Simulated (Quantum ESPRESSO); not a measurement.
**PtS2 in Quantum ESPRESSO: the effect of functional**

The system is PtS2.

```xyz
3
Lattice="3.5432 0.0000 0.0000 -1.7716 3.0685 0.0000 0.0000 0.0000 5.0388" Properties=species:S:1:pos:R:3 pbc="T T T"
Pt    0.0000    0.0000    0.0000
S     1.7716    1.0228    3.8950
S     0.0000    2.0457    1.1438
```

Alike in all runs:

- Program: Quantum ESPRESSO 7.5
- Task: dielectric tensor
- Cutoff: 612 eV
- Density cutoff: 4898 eV
- k mesh: 8 × 8 × 4, shifted
- Occupations: fermi-dirac, width 0.05 eV
- Spin: no spin polarisation

| functional | potentials or basis | pressure (GPa) | largest force (eV/Å) | dielectric constant (mean) |
| --- | --- | --- | --- | --- |
| LDA | GBRV 1.5 LDA | 3.4 | 0.81 | 16.16 |
| PBE | GBRV 1.5 PBE | 11.3 | 1.25 | 15.10 |
| PBEsol | GBRV 1.5 PBEsol | ? | ? | ? |
| WC | GBRV 1.5 PBE | 7.1 | 1.08 | 15.82 |
| BLYP | GBRV 1.5 PBE | 19.3 | 1.86 | 14.90 |
| AM05 | GBRV 1.5 PBE | 6.1 | 0.80 | 15.53 |

Problem. What does the run with functional PBEsol give?

Solution. Pressure 6.0 GPa; largest force 0.94 eV/Å; dielectric constant 15.76 mean.

Caveats: the cell is more than 3 GPa from zero pressure, which shifts response properties; the potentials were made for another functional, which shifts forces and pressure (some runs); forces of over 1 eV/Å show positions far from the minimum, so gaps and moduli don't describe the material at rest (some runs).
